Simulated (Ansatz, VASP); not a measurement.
**One calculation of Zn, two programs**

Contents of INCAR:

```
  PREC = Accurate
  ENCUT = 520
  EDIFF = 1E-7
  ISMEAR = -1
  SIGMA = 0.05
  LREAL = F
  LASPH = T
  NELM = 80
  ALGO = Fast
  ISIF = 2
  LWAVE = F
  LCHARG = F
  GGA = PS
  NBANDS = 25
```

KPOINTS

```
Automatic mesh
0
Gamma
  12 12 4
```

Contents of POSCAR:

```
Zn
1.0
    2.2218679943     -1.2817756984      0.0000000000
    2.2218679943      1.2817756984      0.0000000000
   -1.5592234140      0.0000000000      7.1513784527
Zn
3
Direct
    0.7780178600      0.7780178600      0.3345049800
    0.2219821400      0.2219821400      0.6654950200
    0.0000000000      0.0000000000      0.0000000000
```

File input.yaml:

```yaml
crystal:
  lattice:
    - [2.2218679943, -1.2817756984, 0.0]
    - [2.2218679943, 1.2817756984, 0.0]
    - [-1.559223414, 0.0, 7.1513784527]
  atoms:
    - { symbol: Zn, position: [0.77801786, 0.77801786, 0.33450498] }
    - { symbol: Zn, position: [0.22198214, 0.22198214, 0.66549502] }
    - { symbol: Zn, position: [0.0, 0.0, 0.0] }
kpoints:
  mp_grid: { grid: [12, 12, 4] }
scf:
  occupations: { method: fermi_dirac, width: 0.05 }
hamiltonian:
  xc: pbesol
  pseudopotentials: { kind: all_electron, lapw: { basis_error: 0.001 } }
output:
  forces: true
  stress: true
  eigenvalues: true
```

Change from the starting cell: volume scaled by 0.94.

Alike in both runs: task single point; functional PBEsol; k mesh 12 × 12 × 4; occupations fermi-dirac, width 0.05 eV; no spin polarisation.

|  | VASP | Ansatz |
| --- | --- | --- |
| version | VASP 6.6.1 | Ansatz 0.2.0 |
| potentials or method | VASP PAW PBE potentials, release 64 (Zn) | all-electron LAPW, scalar-relativistic |
| plane-wave cutoff (eV) | 520 | see its input |

Ansatz gave:

```
gap on the k mesh at the Fermi level (eV)       : none
pressure (GPa)                                  : 4.8
largest component of the traceless stress (GPa) : 2.59
rms of the force components (eV/Å)              : 0.008
```

Q: What did VASP give for the same quantities?

A: gap on the k mesh at the Fermi level (eV): none; pressure (GPa): 5.3; largest component of the traceless stress (GPa): 2.40; rms of the force components (eV/Å): 0.008.

Atom by atom the forces differ by 0.001 eV/Å (rms over components). A gap of «none» marks a metal or a gap that the smearing closes. Ansatz ran all-electron here, so the differences hold the error of VASP's frozen core and of both bases.

Caveats: the PAW data sets were made with another functional, which shifts forces and pressure a little (VASP).
